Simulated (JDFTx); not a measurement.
A run of JDFTx 1.7.0 (patched build) is set up as follows.

Contents of CaF2.in:

```
lattice \
    0.0000000000     2.7310000000     2.7310000000 \
    2.7310000000     0.0000000000     2.7310000000 \
    2.7310000000     2.7310000000     0.0000000000
latt-scale 1.889726124626 1.889726124626 1.889726124626
coords-type Lattice
ion Ca     0.0000000000     0.0000000000     0.0000000000 1
ion F      0.7500000000     0.7500000000     0.7500000000 1
ion F      0.2500000000     0.2500000000     0.2500000000 1

ion-species pseudo/Ca.upf
ion-species pseudo/F.upf
elec-cutoff 42 336
elec-ex-corr lda-PW
kpoint-folding 8 8 8
elec-smearing Gauss 0.00018374661
elec-n-bands 18
electronic-SCF nIterations 100 energyDiffThreshold 1e-08
electronic-minimize nIterations 30 energyDiffThreshold 1e-7
converge-empty-states yes
forces-output-coords Cartesian
density-of-states Esigma 0.004 \
  Total \
  OrthoOrbital Ca 1 1s \
  OrthoOrbital Ca 1 2s \
  OrthoOrbital Ca 1 p \
  OrthoOrbital F 1 s \
  OrthoOrbital F 1 p \
  OrthoOrbital F 2 s \
  OrthoOrbital F 2 p

dump-name run.$VAR
dump End Ecomponents EigStats BandEigs Kpoints Forces Stress DOS
```

Potentials or basis: PseudoDojo-SR-LDA-0.4.1-standard with smoothed tails.

Launch:

```bash
$ jdftx -c 1 -i CaF2.in -o CaF2.out
```

Estimate the pressure.

-6.7 GPa.

Estimate the band gap on the k mesh.

6.95 eV, indirect (least direct gap 7.21 eV).

What does it give for the Loewdin charges?

Ca +1.72; F -0.75 e.

States per cell in windows of 0.5 eV (zero at the valence-band top; states under -8 eV left out):
```tsv
from (eV)	total	F p	Ca p	F s	Ca s
-8.0	0.00	0.00	0.00	0.00	0.00
-7.5	0.00	0.00	0.00	0.00	0.00
-7.0	0.00	0.00	0.00	0.00	0.00
-6.5	0.00	0.00	0.00	0.00	0.00
-6.0	0.00	0.00	0.00	0.00	0.00
-5.5	0.00	0.00	0.00	0.00	0.00
-5.0	0.00	0.00	0.00	0.00	0.00
-4.5	0.00	0.00	0.00	0.00	0.00
-4.0	0.00	0.00	0.00	0.00	0.00
-3.5	0.00	0.00	0.00	0.00	0.00
-3.0	0.17	0.15	0.00	0.00	0.00
-2.5	1.54	1.44	0.01	0.00	0.00
-2.0	3.26	3.10	0.02	0.01	0.00
-1.5	1.72	1.65	0.01	0.00	0.00
-1.0	2.59	2.52	0.01	0.00	0.00
-0.5	2.68	2.64	0.01	0.00	0.00
0.0	0.04	0.04	0.00	0.00	0.00
0.5	0.00	0.00	0.00	0.00	0.00
1.0	0.00	0.00	0.00	0.00	0.00
1.5	0.00	0.00	0.00	0.00	0.00
2.0	0.00	0.00	0.00	0.00	0.00
2.5	0.00	0.00	0.00	0.00	0.00
3.0	0.00	0.00	0.00	0.00	0.00
3.5	0.00	0.00	0.00	0.00	0.00
4.0	0.00	0.00	0.00	0.00	0.00
4.5	0.00	0.00	0.00	0.00	0.00
5.0	0.00	0.00	0.00	0.00	0.00
5.5	0.00	0.00	0.00	0.00	0.00
6.0	0.00	0.00	0.00	0.00	0.00
6.5	0.00	0.00	0.00	0.00	0.00
7.0	0.03	0.00	0.00	0.01	0.00
7.5	0.14	0.01	0.00	0.01	0.00
```

Caveat: the empty levels aren't tightly converged. A k mesh can miss the band edges.
